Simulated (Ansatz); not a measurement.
Method: Ansatz 0.2.0, DFT, PBE, PAW with Ansatz's default frozen-core files, scalar-relativistic.

Each compound is held at the geometry listed; prototypes and MP cells needn't be known phases (conventional cell, sites, settings):

EuO: Fm-3m, a = 5.14 Å, b = 5.14 Å, c = 5.14 Å, α = 90.00°, β = 90.00°, γ = 90.00°; Eu 4a (0.000 0.000 0.000), O 4b (0.500 0.000 0.000); COD 9008633, reported; 14×14×14 k mesh, smearing 0.03 eV, cell moment 7.0 μB from parallel starts
CaO: Fm-3m, a = 4.90 Å, b = 4.90 Å, c = 4.90 Å, α = 90.00°, β = 90.00°, γ = 90.00°; Ca 4a (0.000 0.000 0.000), O 4b (0.500 0.000 0.000); COD 9006719, measured, may be off; 9×9×9 k mesh, smearing 0.03 eV, no spin
CoO: Fm-3m, a = 4.26 Å, b = 4.26 Å, c = 4.26 Å, α = 90.00°, β = 90.00°, γ = 90.00°; Co 4a (0.000 0.000 0.000), O 4b (0.500 0.000 0.000); COD 1533087, reported; 16×16×16 k mesh, smearing 0.05 eV, cell moment 2.9 μB from parallel starts
BaO: Fm-3m, a = 5.50 Å, b = 5.50 Å, c = 5.50 Å, α = 90.00°, β = 90.00°, γ = 90.00°; Ba 4a (0.000 0.000 0.000), O 4b (0.500 0.000 0.000); COD 5910030, reported, may be off; 9×9×9 k mesh, smearing 0.02 eV, no spin
FeO: Fm-3m, a = 4.31 Å, b = 4.31 Å, c = 4.31 Å, α = 90.00°, β = 90.00°, γ = 90.00°; Fe 4a (0.000 0.000 0.000), O 4b (0.500 0.000 0.000); COD 9008636, reported, may be off; 15×15×15 k mesh, smearing 0.03 eV, cell moment 4.0 μB from parallel starts
MnO: Fm-3m, a = 4.44 Å, b = 4.44 Å, c = 4.44 Å, α = 90.00°, β = 90.00°, γ = 90.00°; Mn 4a (0.000 0.000 0.000), O 4b (0.500 0.000 0.000); COD 1514105, reported; 14×14×14 k mesh, smearing 0.05 eV, cell moment 4.8 μB from parallel starts
CdO: Fm-3m, a = 4.70 Å, b = 4.70 Å, c = 4.70 Å, α = 90.00°, β = 90.00°, γ = 90.00°; Cd 4a (0.000 0.000 0.000), O 4b (0.500 0.000 0.000); COD 9006671, reported; 11×11×11 k mesh, smearing 0.02 eV, no spin

The all-electron partner is LAPW in the same program with basis error targets of 0.25 to 1 meV/atom; PAW takes its default cutoffs.

Semilocal functionals without a Hubbard term describe localised f shells poorly; where the shell is localised, the real material differs.

Spin–orbit coupling is left out, though it moves levels of the heavy atoms by tenths of an eV or more.

The table gives the pressure from PAW less that from all-electron LAPW at the same cell and mesh.

```tsv
compound	ΔP	LAPW pressure
EuO (Fm-3m)	?	-3.99 GPa
CaO (Fm-3m)	0.00 GPa	-3.99 GPa
CoO (Fm-3m)	+0.08 GPa	-1.82 GPa
BaO (Fm-3m)	-0.01 GPa	3.03 GPa
FeO (Fm-3m)	+0.08 GPa	-0.37 GPa
MnO (Fm-3m)	-0.02 GPa	-0.23 GPa
CdO (Fm-3m)	+0.01 GPa	6.34 GPa
```

Q: Give the missing entry: row "EuO (Fm-3m)", column "ΔP".

A: -0.14 GPa.
